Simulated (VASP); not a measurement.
ZnSiP2:

```xyz
8
Lattice="-2.6867 2.6867 5.2300 2.6867 -2.6867 5.2300 2.6867 2.6867 -5.2300" Properties=species:S:1:pos:R:3 pbc="T T T"
Zn    0.0000    2.6867    2.6150
Zn    0.0000    0.0000    0.0000
P     1.3434   -1.2504    3.9225
P     1.3434    3.9371   -1.3075
P     1.2504    1.3434    6.5375
P     1.4363    1.3434    1.3075
Si    2.6867    0.0000    2.6150
Si    0.0000    0.0000    5.2300
```

The cell is a database's computed one.

Base run:

| Property | Result |
| --- | --- |
| Program | VASP 6.6.1 |
| Functional | RPBE |
| Potentials or basis | VASP PAW PBE potentials, release 64 (Zn, P, Si) |
| Cutoff | 520 eV |
| k mesh | 5 × 5 × 5 |
| Occupations | fermi-dirac, width 0.05 eV |
| Spin | no spin polarisation |

Its results: band gap on the k mesh 1.38 eV, direct.

The run is repeated on the same cell with these changes: functional from RPBE to PBE. What comes out?

Band gap on the k mesh 1.32 eV, direct.
